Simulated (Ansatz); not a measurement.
# GaP (F-43m) in Ansatz: equation of state

How stiff is GaP in PBE, and what volume does it want? The cell is scaled to several volumes.

All numbers are computed with Ansatz 0.2.0; they aren't measurements. Logs are shortened: lines on timing, memory, paths and dates and some standing lists are left out, and cuts for length are marked.

**Measured values to compare with.**

“Phosphorous dimerization in GaP at high pressure”, 2017, arxiv:1709.06667 reports, for a bulk crystal of GaP: bulk modulus 87.5 ± 0.6 GPa.

How close the calculation comes is told below.

## (1) The structure

The structure is cubic, space group F-43m (No. 216). Conventional cell: a = 5.451 Å, b = 5.451 Å, c = 5.451 Å, α = 90.00°, β = 90.00°, γ = 90.00°. Ga (site symmetry -43m) has 4 P at 2.36 Å as nearest neighbours. P (site symmetry -43m) is surrounded by 4 Ga at 2.36 Å.

## (2) Equation of state, PBE

Potentials or basis: all-electron LAPW, scalar-relativistic.

This step only gathers the single runs of the series.

What came out:

- Equilibrium volume: 20.86 Å³/atom
- Bulk modulus: 77 GPa
- Pressure derivative of the bulk modulus: 4.5

Energy against volume, from the lowest point:
```tsv
volume (Å³/atom)	energy (meV/atom)
19.026	45.33
19.431	26.32
19.836	12.82
20.240	4.26
20.645	0.13
21.050	0.00
21.455	3.45
```

PBE usually gives volumes a little too large and moduli too small.

## (3) Comparison with measurements

Step 2. A measured bulk modulus of GaP is 87.5 GPa (“Phosphorous dimerization in GaP at high pressure”, 2017, arxiv:1709.06667); the calculated 77 GPa misses it by -12.2 %. The fit is for a static lattice scaled at fixed shape and fixed fractional positions.
